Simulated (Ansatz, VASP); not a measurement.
**KF in VASP and in Ansatz**

INCAR

```
SYSTEM = KF
PREC = Accurate ; ENCUT = 520
EDIFF = 1E-6 ; ISMEAR = 0
SIGMA = 0.05 ; LREAL = .False.
LASPH = .True. ; NELM = 100
ALGO = Normal ; ISIF = 2
LWAVE = .False. ; LCHARG = .True.
GGA = PE ; LELF = .True.
LVHAR = .True. ; NBANDS = 24
```

File KPOINTS:

```
regular mesh
0
Gamma
  8 6 6
  0 0 0
```

Contents of POSCAR:

```
KF
1.0
   -3.2589550000      0.0000000000      0.0000000000
    0.0000000000      3.2589550000      3.2589550000
    0.0000000000      3.2589550000     -3.2589550000
K F
2 2
Direct
    0.0000000000      0.0000000000      0.0000000000
    0.0000000000      0.5000000000      0.5000000000
    0.5000000000      0.5000000000      0.0000000000
    0.5000000000      0.0000000000      0.5000000000
```

Input for Ansatz:

```yaml
crystal:
  lattice:
    - [-3.258955, 0.0, 0.0]
    - [0.0, 3.258955, 3.258955]
    - [0.0, 3.258955, -3.258955]
  atoms:
    - { symbol: K, position: [0.0, 0.0, 0.0] }
    - { symbol: K, position: [0.0, 0.5, 0.5] }
    - { symbol: F, position: [0.5, 0.5, 0.0] }
    - { symbol: F, position: [0.5, 0.0, 0.5] }
basis:
  ecutwfc: 420
kpoints:
  mp_grid: { grid: [8, 6, 6] }
hamiltonian:
  xc: pbe
scf:
  occupations: { method: gaussian, width: 0.05 }
output:
  forces: true
  stress: true
  eigenvalues: true
  write_density: true
  write_potential: true
  elf: true
  volumetric_format: npy
```

Alike in both runs: task single point; functional PBE; k mesh 8 × 6 × 6; occupations gaussian, width 0.05 eV; no spin polarisation.

```csv
,VASP,Ansatz
version,VASP 6.6.1,Ansatz 0.2.0
potentials or method,"VASP PAW PBE potentials, release 64 (K_sv, F)","scalar-relativistic, plane waves, PAW"
plane-wave cutoff (eV),520,420
valence electrons in the cell,32,32
```

```csv
,VASP,Ansatz,Ansatz less VASP
gap on the k mesh at the Fermi level (eV),6.26,6.27,+0.015
least direct gap on the mesh (eV),6.26,6.27,+0.015
pressure (GPa),0.1,0.0,-0.06
```

With one functional, cell and mesh, what is left measures potentials, basis and numerics.

A k mesh can miss the band edges.
